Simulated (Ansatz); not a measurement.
SrF$_{2}$:
```yaml
crystal:
  lattice:
    - [0.00000, 2.87911, 2.87911]
    - [2.87911, 0.00000, 2.87911]
    - [2.87911, 2.87911, 0.00000]
  atoms:
    - { symbol: Sr, position: [0.00000, 0.00000, 0.00000] }
    - { symbol: F, position: [0.75000, 0.75000, 0.75000] }
    - { symbol: F, position: [0.25000, 0.25000, 0.25000] }
```

Relaxed with plane-wave PAW PBEsol (Ansatz code). Indices refer to the conventional cell of Fm-3m, a = 5.7582 Å, b = 5.7582 Å, c = 5.7582 Å, α = 90.00°, β = 90.00°, γ = 90.00°.

Simulate the powder diffraction pattern (Co Kα, λ = 1.79026 Å; lines above 1 %) up to 2θ = 90°.

Simulated powder pattern, Co Kα, λ = 1.79026 Å (kinematic, ideal powder, no thermal factors, no anomalous dispersion; the 30 strongest lines at most, above 1 %, up to 2θ = 90°):

```tsv
2θ (°)	d (Å)	I/Imax (%)	hkl
31.24	3.325	100	(111)
36.23	2.879	15	(200)
52.17	2.036	74	(220)
62.07	1.736	44	(311)
65.16	1.662	4.7	(222)
76.90	1.440	11	(400)
85.31	1.321	19	(331)
88.09	1.288	7.7	(420)
```

Symmetry was held in the PBEsol relaxation; phonons on a q-mesh show no instability.

Potentials: the later of the program's two PAW sets.
